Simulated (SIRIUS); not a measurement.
# Te (P3_121) in SIRIUS: notebook, part 2 of 3

SIRIUS 7.12.0.

## 3. Equation of state, LDA, 32.57 Å³/atom (volume scaled by 0.96)

sirius.json reads:

```json
{
  "control": {
    "processing_unit": "cpu",
    "std_evp_solver_name": "lapack",
    "gen_evp_solver_name": "lapack",
    "verbosity": 2,
    "print_forces": false,
    "ortho_rf": true,
    "use_second_variation": true,
    "rmt_max": 3.0,
    "num_bands_to_print": 24,
    "save_wf": true
  },
  "parameters": {
    "electronic_structure_method": "full_potential_lapwlo",
    "xc_functionals": ["XC_LDA_X", "XC_LDA_C_PW"],
    "core_relativity": "dirac",
    "valence_relativity": "iora",
    "num_fv_states": 44,
    "smearing": "fermi_dirac",
    "smearing_width": 0.0018374661,
    "pw_cutoff": 20,
    "gk_cutoff": 3.31,
    "lmax_apw": 10,
    "lmax_rho": 8,
    "lmax_pot": 8,
    "num_mag_dims": 0,
    "auto_rmt": 0,
    "ngridk": [7, 7, 5],
    "shiftk": [0, 0, 0],
    "num_dft_iter": 80,
    "energy_tol": 1e-07,
    "density_tol": 1e-05,
    "use_symmetry": true
  },
  "settings": {"tol_ne": 1e-10},
  "iterative_solver": {"type": "exact"},
  "mixer": {"type": "anderson", "beta": 0.5, "max_history": 8},
  "unit_cell": {
    "lattice_vectors": [[8.3030851312, 0.0, 0.0], [-4.1515425656, 7.1906826536, 0.0], [0.0, 0.0, 11.043438778]],
    "atom_types": ["Te"],
    "atom_files": {"Te": "Te.json"},
    "atoms": {"Te": [[0.731, 0.731, 0.0], [0.0, 0.269, 0.6666666667], [0.269, 0.0, 0.3333333333]]}
  }
}
```

Te.json reads:

```json
{
  "name": "tellurium",
  "symbol": "Te",
  "number": 52,
  "mass": 127.6,
  "rmin": 1e-06,
  "rmt": 2.54,
  "nrmt": 800,
  "rinf": 14.28,
  "core": "1s2s2p3s3p3d",
  "valence": [
    {"basis": [{"enu": 0.01, "dme": 0, "n": 0, "auto": 0}, {"enu": 0.01, "dme": 1, "n": 0, "auto": 0}]},
    {"l": 0, "n": 1, "basis": [{"enu": -0.0091, "dme": 0, "n": 0, "auto": 0}]},
    {"l": 1, "n": 2, "basis": [{"enu": 0.11, "dme": 0, "n": 0, "auto": 0}]},
    {"l": 2, "n": 3, "basis": [{"enu": 0.11, "dme": 0, "n": 0, "auto": 0}]},
    {"l": 3, "n": 4, "basis": [{"enu": 0.11, "dme": 0, "n": 0, "auto": 0}]}
  ],
  "lo": [
    {
      "l": 0,
      "basis": [{"enu": -0.0091, "dme": 0, "n": 0, "auto": 0}, {"enu": -0.0091, "dme": 1, "n": 0, "auto": 0}]
    },
    {
      "l": 0,
      "basis": [{"enu": -5.6739, "dme": 0, "n": 4, "auto": 1}, {"enu": -5.6739, "dme": 1, "n": 4, "auto": 1}]
    },
    {
      "l": 0,
      "basis": [{"enu": -5.6739, "dme": 1, "n": 4, "auto": 1}, {"enu": -0.0091, "dme": 0, "n": 0, "auto": 0}]
    },
    {
      "l": 0,
      "basis": [{"enu": -0.0091, "dme": 0, "n": 0, "auto": 0}, {"enu": 2.4709, "dme": 0, "n": 0, "auto": 0}]
    },
    {"l": 1, "basis": [{"enu": 0.11, "dme": 0, "n": 0, "auto": 0}, {"enu": 0.11, "dme": 1, "n": 0, "auto": 0}]},
    {
      "l": 1,
      "basis": [{"enu": -3.856, "dme": 0, "n": 4, "auto": 1}, {"enu": -3.856, "dme": 1, "n": 4, "auto": 1}]
    },
    {"l": 1, "basis": [{"enu": -3.856, "dme": 1, "n": 4, "auto": 1}, {"enu": 0.11, "dme": 0, "n": 0, "auto": 0}]},
    {"l": 1, "basis": [{"enu": 0.11, "dme": 0, "n": 0, "auto": 0}, {"enu": 2.962, "dme": 0, "n": 0, "auto": 0}]},
    {"l": 2, "basis": [{"enu": 0.11, "dme": 0, "n": 0, "auto": 0}, {"enu": 0.11, "dme": 1, "n": 0, "auto": 0}]},
    {
      "l": 2,
      "basis": [{"enu": -1.2002, "dme": 0, "n": 4, "auto": 1}, {"enu": -1.2002, "dme": 1, "n": 4, "auto": 1}]
    },
    {
      "l": 2,
      "basis": [{"enu": -1.2002, "dme": 1, "n": 4, "auto": 1}, {"enu": 0.11, "dme": 0, "n": 0, "auto": 0}]
    },
    {"l": 2, "basis": [{"enu": 0.11, "dme": 0, "n": 0, "auto": 0}, {"enu": 3.334, "dme": 0, "n": 0, "auto": 0}]},
    {"l": 3, "basis": [{"enu": 0.11, "dme": 0, "n": 0, "auto": 0}, {"enu": 0.11, "dme": 1, "n": 0, "auto": 0}]},
    {"l": 3, "basis": [{"enu": 0.11, "dme": 0, "n": 0, "auto": 0}, {"enu": 2.807, "dme": 0, "n": 0, "auto": 0}]}
  ],
  "free_atom": [... radial grid and density of the free atom, the start of the SCF ...]
}
```

sirius_start.json reads:

```json
{
  "control": {
    "processing_unit": "cpu",
    "std_evp_solver_name": "lapack",
    "gen_evp_solver_name": "lapack",
    "verbosity": 1,
    "print_forces": false,
    "ortho_rf": true,
    "use_second_variation": true,
    "rmt_max": 3.0,
    "num_bands_to_print": 24,
    "save_wf": false
  },
  "parameters": {
    "electronic_structure_method": "full_potential_lapwlo",
    "xc_functionals": ["XC_LDA_X", "XC_LDA_C_PW"],
    "core_relativity": "dirac",
    "valence_relativity": "iora",
    "num_fv_states": 44,
    "smearing": "fermi_dirac",
    "smearing_width": 0.0055123983,
    "pw_cutoff": 20,
    "gk_cutoff": 2.65,
    "lmax_apw": 10,
    "lmax_rho": 8,
    "lmax_pot": 8,
    "num_mag_dims": 0,
    "auto_rmt": 0,
    "ngridk": [3, 3, 2],
    "shiftk": [0, 0, 0],
    "num_dft_iter": 30,
    "energy_tol": 0.01,
    "density_tol": 0.05,
    "use_symmetry": true
  },
  "settings": {"tol_ne": 1e-10},
  "iterative_solver": {"type": "exact"},
  "mixer": {"type": "anderson", "beta": 0.5, "max_history": 8},
  "unit_cell": {
    "lattice_vectors": [[8.3030851312, 0.0, 0.0], [-4.1515425656, 7.1906826536, 0.0], [0.0, 0.0, 11.043438778]],
    "atom_types": ["Te"],
    "atom_files": {"Te": "Te.json"},
    "atoms": {"Te": [[0.731, 0.731, 0.0], [0.0, 0.269, 0.6666666667], [0.269, 0.0, 0.3333333333]]}
  }
}
```

Potentials or basis: all-electron FP-LAPW, apw+lo standard.

Launch:

```
OMP_NUM_THREADS=1 sirius.scf --input=sirius_start.json --output=start.json
OMP_NUM_THREADS=1 sirius.scf --input=sirius.json --output=output.json --task=1
```

Run time: 65 s. Hardware: 1 thread of Intel Xeon 6975P-C (Granite Rapids), shared host; peak memory 0.69 GiB.

The run converged. Its results:

```yaml
Free_energy: -554395.9740 eV
Band_gap_on_the_k_mesh: 0.57 eV, indirect (least direct gap 0.78 eV)
All_electrons_inside_the_program's_atomic_spheres: Te 49.72 (radii Te 2.54 bohr)
```

Caveat: spin-orbit coupling is left out, which moves the levels of the heavy elements; an odd mesh through Γ misses points on the zone boundary, where band edges often lie.

## 4. Equation of state, LDA, 33.25 Å³/atom (volume scaled by 0.98)

sirius.json: that of step 3 with these lines changed.

```diff
@@ -39,3 +39,3 @@
   "unit_cell": {
-    "lattice_vectors": [[8.3030851312, 0.0, 0.0], [-4.1515425656, 7.1906826536, 0.0], [0.0, 0.0, 11.043438778]],
+    "lattice_vectors": [[8.3603495968, 0.0, 0.0], [-4.1801747984, 7.2402751355, 0.0], [0.0, 0.0, 11.1196028316]],
     "atom_types": ["Te"],
```

Te.json reads:

```json
{
  "name": "tellurium",
  "symbol": "Te",
  "number": 52,
  "mass": 127.6,
  "rmin": 1e-06,
  "rmt": 2.54,
  "nrmt": 800,
  "rinf": 14.28,
  "core": "1s2s2p3s3p3d",
  "valence": [
    {"basis": [{"enu": 0.0, "dme": 0, "n": 0, "auto": 0}, {"enu": 0.0, "dme": 1, "n": 0, "auto": 0}]},
    {"l": 0, "n": 1, "basis": [{"enu": -0.0191, "dme": 0, "n": 0, "auto": 0}]},
    {"l": 1, "n": 2, "basis": [{"enu": 0.1, "dme": 0, "n": 0, "auto": 0}]},
    {"l": 2, "n": 3, "basis": [{"enu": 0.1, "dme": 0, "n": 0, "auto": 0}]},
    {"l": 3, "n": 4, "basis": [{"enu": 0.1, "dme": 0, "n": 0, "auto": 0}]}
  ],
  "lo": [
    {
      "l": 0,
      "basis": [{"enu": -0.0191, "dme": 0, "n": 0, "auto": 0}, {"enu": -0.0191, "dme": 1, "n": 0, "auto": 0}]
    },
    {
      "l": 0,
      "basis": [{"enu": -5.6839, "dme": 0, "n": 4, "auto": 1}, {"enu": -5.6839, "dme": 1, "n": 4, "auto": 1}]
    },
    {
      "l": 0,
      "basis": [{"enu": -5.6839, "dme": 1, "n": 4, "auto": 1}, {"enu": -0.0191, "dme": 0, "n": 0, "auto": 0}]
    },
    {
      "l": 0,
      "basis": [{"enu": -0.0191, "dme": 0, "n": 0, "auto": 0}, {"enu": 2.4609, "dme": 0, "n": 0, "auto": 0}]
    },
    {"l": 1, "basis": [{"enu": 0.1, "dme": 0, "n": 0, "auto": 0}, {"enu": 0.1, "dme": 1, "n": 0, "auto": 0}]},
    {
      "l": 1,
      "basis": [{"enu": -3.866, "dme": 0, "n": 4, "auto": 1}, {"enu": -3.866, "dme": 1, "n": 4, "auto": 1}]
    },
    {"l": 1, "basis": [{"enu": -3.866, "dme": 1, "n": 4, "auto": 1}, {"enu": 0.1, "dme": 0, "n": 0, "auto": 0}]},
    {"l": 1, "basis": [{"enu": 0.1, "dme": 0, "n": 0, "auto": 0}, {"enu": 2.952, "dme": 0, "n": 0, "auto": 0}]},
    {"l": 2, "basis": [{"enu": 0.1, "dme": 0, "n": 0, "auto": 0}, {"enu": 0.1, "dme": 1, "n": 0, "auto": 0}]},
    {
      "l": 2,
      "basis": [{"enu": -1.2102, "dme": 0, "n": 4, "auto": 1}, {"enu": -1.2102, "dme": 1, "n": 4, "auto": 1}]
    },
    {"l": 2, "basis": [{"enu": -1.2102, "dme": 1, "n": 4, "auto": 1}, {"enu": 0.1, "dme": 0, "n": 0, "auto": 0}]},
    {"l": 2, "basis": [{"enu": 0.1, "dme": 0, "n": 0, "auto": 0}, {"enu": 3.324, "dme": 0, "n": 0, "auto": 0}]},
    {"l": 3, "basis": [{"enu": 0.1, "dme": 0, "n": 0, "auto": 0}, {"enu": 0.1, "dme": 1, "n": 0, "auto": 0}]},
    {"l": 3, "basis": [{"enu": 0.1, "dme": 0, "n": 0, "auto": 0}, {"enu": 2.797, "dme": 0, "n": 0, "auto": 0}]}
  ],
  "free_atom": [... radial grid and density of the free atom, the start of the SCF ...]
}
```

sirius_start.json: that of step 3 with these lines changed.

```diff
@@ -39,3 +39,3 @@
   "unit_cell": {
-    "lattice_vectors": [[8.3030851312, 0.0, 0.0], [-4.1515425656, 7.1906826536, 0.0], [0.0, 0.0, 11.043438778]],
+    "lattice_vectors": [[8.3603495968, 0.0, 0.0], [-4.1801747984, 7.2402751355, 0.0], [0.0, 0.0, 11.1196028316]],
     "atom_types": ["Te"],
```

Launch:

```
OMP_NUM_THREADS=1 sirius.scf --input=sirius_start.json --output=start.json
OMP_NUM_THREADS=1 sirius.scf --input=sirius.json --output=output.json --task=1
```

Run time: 65 s. Hardware: 1 thread of Intel Xeon 6975P-C (Granite Rapids), shared host; peak memory 0.69 GiB.

It converged, with:

```yaml
Free_energy: -554395.9688 eV
Band_gap_on_the_k_mesh: 0.58 eV, indirect (least direct gap 0.77 eV)
All_electrons_inside_the_program's_atomic_spheres: Te 49.71 (radii Te 2.54 bohr)
```

Caveat: spin-orbit coupling is left out, which moves the levels of the heavy elements; an odd mesh through Γ misses points on the zone boundary, where band edges often lie.

## 5. Equation of state, LDA, 33.93 Å³/atom

sirius.json: that of step 4 with these lines changed.

```diff
@@ -39,3 +39,3 @@
   "unit_cell": {
-    "lattice_vectors": [[8.3603495968, 0.0, 0.0], [-4.1801747984, 7.2402751355, 0.0], [0.0, 0.0, 11.1196028316]],
+    "lattice_vectors": [[8.4168401591, 0.0, 0.0], [-4.2084200795, 7.2891973974, 0.0], [0.0, 0.0, 11.1947375623]],
     "atom_types": ["Te"],
```

Te.json is that of step 4.

sirius_start.json: that of step 4 with these lines changed.

```diff
@@ -39,3 +39,3 @@
   "unit_cell": {
-    "lattice_vectors": [[8.3603495968, 0.0, 0.0], [-4.1801747984, 7.2402751355, 0.0], [0.0, 0.0, 11.1196028316]],
+    "lattice_vectors": [[8.4168401591, 0.0, 0.0], [-4.2084200795, 7.2891973974, 0.0], [0.0, 0.0, 11.1947375623]],
     "atom_types": ["Te"],
```

Launch:

```
OMP_NUM_THREADS=1 sirius.scf --input=sirius_start.json --output=start.json
OMP_NUM_THREADS=1 sirius.scf --input=sirius.json --output=output.json --task=1
```

Run time: 68 s. Hardware: 1 thread of Intel Xeon 6975P-C (Granite Rapids), shared host; peak memory 0.7 GiB.

The run converged. Its results:

| Item | Value |
| --- | --- |
| Free energy | -554395.9492 eV |
| Band gap on the k mesh | 0.58 eV, indirect (least direct gap 0.76 eV) |
| All electrons inside the program's atomic spheres | Te 49.69 (radii Te 2.54 bohr) |

Caveat: spin-orbit coupling is left out, which moves the levels of the heavy elements; an odd mesh through Γ misses points on the zone boundary, where band edges often lie.

(Part 2 of 3 ends here.)
